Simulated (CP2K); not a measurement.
# Si2Mo (I4/mmm) in CP2K: relaxation of cell and atoms with LDA

Aim: the relaxation of cell and atoms of Si2Mo with LDA.

Program: CP2K 2026.2. These are calculated values, not measurements. Logs are shortened: lines on timing, memory, paths and dates and some standing lists are left out, and cuts for length are marked.

### Step 1. Starting point

The structure is tetragonal, space group I4/mmm (No. 139). Conventional cell: a = 3.200 Å, b = 3.200 Å, c = 7.861 Å, α = 90.00°, β = 90.00°, γ = 90.00°. Mo (site symmetry 4/mmm) is surrounded by 10 Si at 2.62 Å. Si (site symmetry 4mm) has 5 Si at 2.61 to 2.63 Å and 5 Mo at 2.62 Å as nearest neighbours.

### Step 2. Relaxation of cell and atoms, LDA

Contents of si2mo_vcrelax.inp:

```
&GLOBAL
  PROJECT si2mo_vcrelax
  RUN_TYPE CELL_OPT
  PRINT_LEVEL LOW
&END GLOBAL
&FORCE_EVAL
  METHOD QS
  STRESS_TENSOR ANALYTICAL
  &DFT
    BASIS_SET_FILE_NAME BASIS_MOLOPT_UZH
    POTENTIAL_FILE_NAME GTH_POTENTIALS
    &MGRID
      CUTOFF 450
      REL_CUTOFF 60
      NGRIDS 5
    &END MGRID
    &QS
      METHOD GPW
      EPS_DEFAULT 1.0E-9
      EXTRAPOLATION USE_PREV_P
    &END QS
    &KPOINTS
      SCHEME MONKHORST-PACK 9 9 9
      GAMMA_CENTERED T
    &END KPOINTS
    &SCF
      SCF_GUESS ATOMIC
      EPS_SCF 1.0E-6
      MAX_SCF 100
      ADDED_MOS 15
      CHOLESKY OFF
      EPS_EIGVAL 1.0E-7
      &DIAGONALIZATION ON
        ALGORITHM STANDARD
      &END DIAGONALIZATION
      &MIXING ON
        METHOD BROYDEN_MIXING
        ALPHA 0.4
        BETA 1.5
        NBUFFER 8
      &END MIXING
      &SMEAR ON
        METHOD FERMI_DIRAC
        ELECTRONIC_TEMPERATURE [K] 1160.452
      &END SMEAR
    &END SCF
    &XC
      &XC_FUNCTIONAL
        &LDA_X
        &END LDA_X
        &LDA_C_PW
        &END LDA_C_PW
      &END XC_FUNCTIONAL
    &END XC
    &PRINT
      &KPOINTS ON
      &END KPOINTS
      &MULLIKEN ON
        &EACH
          CELL_OPT 0
        &END EACH
        ADD_LAST NUMERIC
      &END MULLIKEN
      &MO ON
        ENERGIES T
        OCCUPATION_NUMBERS T
        &EACH
          QS_SCF 0
          CELL_OPT 0
        &END EACH
        ADD_LAST NUMERIC
      &END MO
    &END PRINT
  &END DFT
  &SUBSYS
    &CELL
      A 4.5352872291 0.0000000000 0.0000000000
      B 2.2774368476 3.9220035256 0.0000000000
      C -3.4063620383 -1.9610017628 2.2627416998
      PERIODIC XYZ
    &END CELL
    &COORD
      Mo  0.0000000000 0.0000000000 0.0000000000
      Si  4.5440869592 2.6159763516 0.0000000000
      Si  2.2686371175 1.3060271740 0.0000000000
    &END COORD
    &KIND Mo
      BASIS_SET TZVP-MOLOPT-PBE-GTH-q14
      POTENTIAL GTH-PADE-q14
    &END KIND
    &KIND Si
      BASIS_SET TZVP-MOLOPT-PBE-GTH-q4
      POTENTIAL GTH-PADE-q4
    &END KIND
    &PRINT
      &ATOMIC_COORDINATES ON
      &END ATOMIC_COORDINATES
      &CELL ON
      &END CELL
    &END PRINT
  &END SUBSYS
  &PRINT
    &FORCES ON
    &END FORCES
    &STRESS_TENSOR ON
    &END STRESS_TENSOR
  &END PRINT
&END FORCE_EVAL
&MOTION
  &CELL_OPT
    OPTIMIZER BFGS
    MAX_ITER 40
    MAX_FORCE [eV*angstrom^-1] 0.02
    RMS_FORCE [eV*angstrom^-1] 0.02
    MAX_DR 1.0E-2
    RMS_DR 1.0E-2
    EXTERNAL_PRESSURE [bar] 0.0
    PRESSURE_TOLERANCE [bar] 200
    KEEP_SPACE_GROUP T
  &END CELL_OPT
  &PRINT
    &TRAJECTORY ON
    &END TRAJECTORY
    &CELL ON
    &END CELL
    &FORCES ON
    &END FORCES
    &STRESS ON
    &END STRESS
    &RESTART OFF
    &END RESTART
    &RESTART_HISTORY OFF
    &END RESTART_HISTORY
  &END PRINT
&END MOTION
```

Potentials or basis: GTH_POTENTIALS Mo GTH-PADE-q14, Si GTH-PADE-q4; TZVP-MOLOPT-PBE-GTH basis.

On the command line:

```bash
$ OMP_NUM_THREADS=1 cp2k.psmp -i si2mo_vcrelax.inp -o si2mo_vcrelax.out
```

si2mo_vcrelax.out:

```text

 CP2K| version string:                                       CP2K version 2026.2
 CP2K| Input file name                                         si2mo_vcrelax.inp

 GLOBAL| Force Environment number                                              1
 GLOBAL| Basis set file name                                    BASIS_MOLOPT_UZH
 GLOBAL| Potential file name                                      GTH_POTENTIALS
 GLOBAL| MM Potential file name                                     MM_POTENTIAL
 GLOBAL| Coordinate file name                                      __STD_INPUT__
 GLOBAL| Method name                                                        CP2K
 GLOBAL| Project name                                              si2mo_vcrelax
 GLOBAL| Run type                                                       CELL_OPT
 GLOBAL| FFT library                                                       FFTW3
 GLOBAL| Diagonalization library                                       ScaLAPACK
[... 5 lines left out ...]
 GLOBAL| Total number of message passing processes                             1
 GLOBAL| Number of threads for this process                                    1
 GLOBAL| CPU model name           Intel(R) Xeon(R) Platinum 8259CL CPU @ 2.50GHz

 CELL| Volume [angstrom^3]:                                            40.248320
 CELL| Vector a [angstrom]:       4.535     0.000     0.000   |a| =     4.535287
 CELL| Vector b [angstrom]:       2.277     3.922     0.000   |b| =     4.535287
 CELL| Vector c [angstrom]:      -3.406    -1.961     2.263   |c| =     4.535287
 CELL| Angle (b,c), alpha [degree]:                                   138.683989
 CELL| Angle (a,c), beta  [degree]:                                   138.683989
 CELL| Angle (a,b), gamma [degree]:                                    59.857036
 CELL| Numerically orthorhombic:                                              NO
 CELL| Periodicity                                                           XYZ

 CELL_REF| Volume [angstrom^3]:                                        40.248320
 CELL_REF| Vector a [angstrom     4.535     0.000     0.000   |a| =     4.535287
 CELL_REF| Vector b [angstrom     2.277     3.922     0.000   |b| =     4.535287
 CELL_REF| Vector c [angstrom    -3.406    -1.961     2.263   |c| =     4.535287
 CELL_REF| Angle (b,c), alpha [degree]:                               138.683989
 CELL_REF| Angle (a,c), beta  [degree]:                               138.683989
 CELL_REF| Angle (a,b), gamma [degree]:                                59.857036
 CELL_REF| Numerically orthorhombic:                                          NO
 CELL_REF| Periodicity                                                       XYZ
[... 9 lines left out ...]
 TOTAL NUMBERS AND MAXIMUM NUMBERS

  Total number of            - Atomic kinds:                                   2
                             - Atoms:                                          3
                             - Shell sets:                                     3
                             - Shells:                                        25
                             - Primitive Cartesian functions:                 14
                             - Cartesian basis functions:                     77
                             - Spherical basis functions:                     69

  Maximum angular momentum of- Orbital basis functions:                        3
                             - Local part of the GTH pseudopotential:          2
                             - Non-local part of the GTH pseudopotential:      4

 MODULE QUICKSTEP: ATOMIC COORDINATES IN ANGSTROM

   Atom Kind Element         X             Y             Z       Z(eff)     Mass
      1    1 Mo   42      0.000000      0.000000      0.000000  14.0000  95.9600
      2    2 Si   14      4.544087      2.615976      0.000000   4.0000  28.0855
      3    2 Si   14      2.268637      1.306027      0.000000   4.0000  28.0855

 SCF PARAMETERS         Density guess:                                    ATOMIC
                        --------------------------------------------------------
                        max_scf:                                             100
[... 7 lines left out ...]
                        --------------------------------------------------------
                        level_shift [a.u.]:                             0.000000
                        added MOs                                        15    0
                        --------------------------------------------------------
                        Mixing method:                            BROYDEN_MIXING
                                                charge density mixing in g-space
                        --------------------------------------------------------
                        Smear method:                                FERMI_DIRAC
                        Electronic temperature [K]:                       1160.5
[... 112 lines left out ...]
  ------------------------------------------------------------------------------
     1 NoMix/Diag. 0.40E+00   13.5     1.56256850       -76.9765624727 -7.70E+01
     2 Broy./Diag. 0.40E+00   18.7     0.08672858       -77.8011653902 -8.25E-01
     3 Broy./Diag. 0.40E+00   17.4     0.06988485       -76.8967911925  9.04E-01
     4 Broy./Diag. 0.40E+00   18.5     0.02097827       -76.2988004589  5.98E-01
     5 Broy./Diag. 0.40E+00   18.7     0.00672538       -76.3383537922 -3.96E-02
     6 Broy./Diag. 0.40E+00   22.7     0.00399805       -76.2341162260  1.04E-01
     7 Broy./Diag. 0.40E+00   18.9     0.00067324       -76.2331026117  1.01E-03
     8 Broy./Diag. 0.40E+00   18.5     0.00025843       -76.2265456537  6.56E-03
     9 Broy./Diag. 0.40E+00   19.7     0.00005568       -76.2282540772 -1.71E-03
    10 Broy./Diag. 0.40E+00   18.9     0.00004147       -76.2281579541  9.61E-05
    11 Broy./Diag. 0.40E+00   18.8     0.00000363       -76.2283275867 -1.70E-04
    12 Broy./Diag. 0.40E+00   18.9     0.00000440       -76.2283105778  1.70E-05
    13 Broy./Diag. 0.40E+00   19.4     0.00000045       -76.2283125067 -1.93E-06
[... 295 lines left out ...]
 OPT| Total energy [hartree]                                      -76.2290701407
 OPT| Internal pressure [bar]                                   -4579.7300126370
 OPT| Effective energy change [hartree]                            -0.0004470437
 OPT| Predicted energy change [hartree]                            -0.0005969580
 OPT| Scaling factor                                                0.0000000000
 OPT| Step size                                                     0.0514712781
 OPT| Trust radius                                                  0.4724315332
 OPT| Decrease in energy                                                     YES
 OPT|
 OPT| Maximum step size                                             0.0514712781
 OPT| Convergence limit for maximum step size                       0.0100000000
 OPT| Maximum step size is converged                                          NO
 OPT|
 OPT| RMS step size                                                 0.0204568844
 OPT| Convergence limit for RMS step size                           0.0100000000
 OPT| RMS step size is converged                                              NO
 OPT|
 OPT| Maximum gradient                                              0.0017832337
 OPT| Convergence limit for maximum gradient                        0.0003889381
 OPT| Maximum gradient is converged                                           NO
 OPT|
 OPT| RMS gradient                                                  0.0007376170
 OPT| Convergence limit for RMS gradient                            0.0003889381
 OPT| RMS gradient is converged                                               NO
 OPT|
 OPT| Pressure deviation [bar]                                  -4579.7300126370
 OPT| Pressure tolerance [bar]                                    200.0000000000
 OPT| Pressure is converged                                                   NO
 OPT| **************************************************************************
[... 401 lines left out ...]
 Number of orbital functions:                                                 69
 Number of independent orbital functions:                                     69

 [... 3 further force evaluations ...]

 SCF WAVEFUNCTION OPTIMIZATION

  Step     Update method      Time    Convergence         Total energy    Change
  ------------------------------------------------------------------------------
     1 Broy./Diag. 0.40E+00   12.6     0.00040565       -76.2284952096 -7.62E+01
     2 Broy./Diag. 0.40E+00   17.4     0.00010422       -76.2271260003  1.37E-03
     3 Broy./Diag. 0.40E+00   20.8     0.00007497       -76.2283372504 -1.21E-03
     4 Broy./Diag. 0.40E+00   17.0     0.00005892       -76.2290520179 -7.15E-04
     5 Broy./Diag. 0.40E+00   16.5     0.00000208       -76.2290067014  4.53E-05
     6 Broy./Diag. 0.40E+00   16.7     0.00000185       -76.2289903118  1.64E-05
     7 Broy./Diag. 0.40E+00   16.4     0.00000038       -76.2289892450  1.07E-06
[... 450 lines left out ...]
 OPT|
 OPT| RMS step size                                                 0.0001126663
 OPT| Convergence limit for RMS step size                           0.0100000000
 OPT| RMS step size is converged                                             YES
 OPT|
 OPT| Maximum gradient                                              0.0000097300
 OPT| Convergence limit for maximum gradient                        0.0003889381
 OPT| Maximum gradient is converged                                          YES
 OPT|
 OPT| RMS gradient                                                  0.0000042214
 OPT| Convergence limit for RMS gradient                            0.0003889381
 OPT| RMS gradient is converged                                              YES
 OPT|
 OPT| Pressure deviation [bar]                                     11.9343046405
 OPT| Pressure tolerance [bar]                                    200.0000000000
 OPT| Pressure is converged                                                  YES
 OPT| **************************************************************************

 *******************************************************************************
 ***                    GEOMETRY OPTIMIZATION COMPLETED                      ***
 *******************************************************************************

 write_final_structure: Optimization converged, writing XYZ file gladly:
  si2mo_vcrelax-FINAL-1_12.xyz

 write_final_structure: Optimization converged, writing CIF file gladly:
  si2mo_vcrelax-FINAL-1_12.cif

 write_final_structure: Done!

                    Reevaluating energy at the minimum

 CELL| Volume [angstrom^3]:                                            39.203098
 CELL| Vector a [angstrom]:       4.494     0.000     0.000   |a| =     4.494372
 CELL| Vector b [angstrom]:       2.247     3.892     0.000   |b| =     4.494406
 CELL| Vector c [angstrom]:      -3.406    -1.961     2.241   |c| =     4.524579
 CELL| Angle (b,c), alpha [degree]:                                   138.746573
 CELL| Angle (a,c), beta  [degree]:                                   138.839674
 CELL| Angle (a,b), gamma [degree]:                                    59.998563
 CELL| Numerically orthorhombic:                                              NO
 CELL| Periodicity                                                           XYZ
[... 477 lines left out ...]
 MO|     25               1.185966              32.271789               0.000000
 MO|     26               1.261977              34.340137               0.000000
 MO| Sum:                                                              22.000062
 MO| E(Fermi):            0.503636 a.u.         13.704639 eV

 [... the levels of further k-points ...]

 !-----------------------------------------------------------------------------!
                     Mulliken Population Analysis

 #  Atom  Element  Kind  Atomic population                           Net charge
       1     Mo       1         14.842510                             -0.842510
       2     Si       2          3.578748                              0.421252
       3     Si       2          3.578741                              0.421259
 # Total charge                             22.000000                  0.000000

 !-----------------------------------------------------------------------------!

 ENERGY| Total FORCE_EVAL ( QS ) energy [hartree]            -76.228992844846417
```

It took 40 min on 1 thread of Intel Xeon Platinum 8259CL at 2.50GHz (Skylake/Cascade Lake), shared host; peak memory 0.64 GiB.

What came out:

```
Free energy                  : -2074.2964 eV
Energy gained by relaxing    : 6.2 meV/atom
Ionic steps                  : 14
Pressure after relaxing      : 0.0 GPa
Largest force after relaxing : 0.036 eV/Å
Band gap on the k mesh       : none (metal or under the smearing width)
Mulliken charges             : Mo -0.84; Si +0.42 e
```

Forces on the atoms (eV/Å):
```
Mo   0.000  0.000  0.000
Si   0.000  0.000  0.036
Si   0.000  0.000 -0.036
```

Step by step:
| step | energy change (eV) | largest force (eV/Å) | volume (Å³) |
| --- | --- | --- | --- |
| 1 | 0.0000 | 0.3483 | 40.25 |
| 2 | -0.0084 | 0.2763 | 40.06 |
| 3 | -0.0206 | 0.0513 | 39.26 |
| 4 | -0.0211 | 0.0289 | 39.30 |
| 5 | -0.0216 | 0.0186 | 39.33 |
| 6 | -0.0216 | 0.0562 | 39.33 |
| 7 | -0.0203 | 0.0739 | 39.26 |
| 8 | -0.0188 | 0.0603 | 39.19 |
| 9 | -0.0184 | 0.0448 | 39.17 |
| 10 | -0.0184 | 0.0379 | 39.17 |
| 11 | -0.0184 | 0.0365 | 39.19 |
| 12 | -0.0185 | 0.0364 | 39.20 |
| 13 | -0.0185 | 0.0362 | 39.20 |
| 14 | -0.0185 | 0.0362 | 39.20 |

Caveat: Mulliken charges move with the basis; more than 0.5 GPa of stress was left at the end, so the final cell isn't listed; the basis of atomic orbitals isn't converged, which shifts pressures, moduli and gaps.

### Step 3. The reference run

An earlier run on the cell as given: functional PBEsol; potentials or basis POTENTIAL_UZH Mo GTH-PBE-q14, Si GTH-PBE-q4; TZVP-MOLOPT-PBE-GTH basis; density cutoff 6123 eV; k mesh 12 × 12 × 12; occupations fermi-dirac, width 0.05 eV; no spin polarisation.

- Pressure: -0.2 GPa
- Largest force: 0.333 eV/Å
- Band gap on the k mesh: none (metal or under the smearing width)
- Mulliken charges: Mo -0.18; Si +0.09 e
- Hirshfeld charges: Mo +0.12; Si -0.06 e
